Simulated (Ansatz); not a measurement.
## SrTiO$_{3}$: how the free axis answers a strain

SrTiO$_{3}$, Pm-3m, a = 3.947 Å. The structure is a Materials Project entry; whether it is the stable form wasn't checked. Ansatz: PBE+U, PAW, 420 eV, Γ-centred 8×8×8 mesh on 5 atoms, Gaussian smearing 0.02 eV; U_eff Ti 4.00 eV; no spin polarisation. Series: biaxial strain in the a-b plane, c and atoms relaxed; x is the strain in per cent. y is the change of c in per cent of 3.947 Å.

| x (%) | y (%) |
| --- | --- |
| -4.5 | ? |
| -3.0 | 2.11 |
| -1.5 | 1.01 |
| 0.0 | 0.00 |
| 1.5 | -0.91 |
| 3.0 | -1.73 |
| 4.5 | -2.46 |

Problem. Fit y = c1 x + c2 x² to the other rows, say what c1 measures, and predict the missing y.

Solution. Least squares on the rows shown. y = −0.6404 x + 0.02093 x². With no stress along c, c1 = −2C12/C11 = -0.640. At x = -4.5 the fit asked for gives 3.31 %. The run gave 3.30 %, so the fit is 0.01 % too high, a small miss on the scale of the series.

Symmetry holds off the tilts and polar distortions that many cubic perovskites undergo.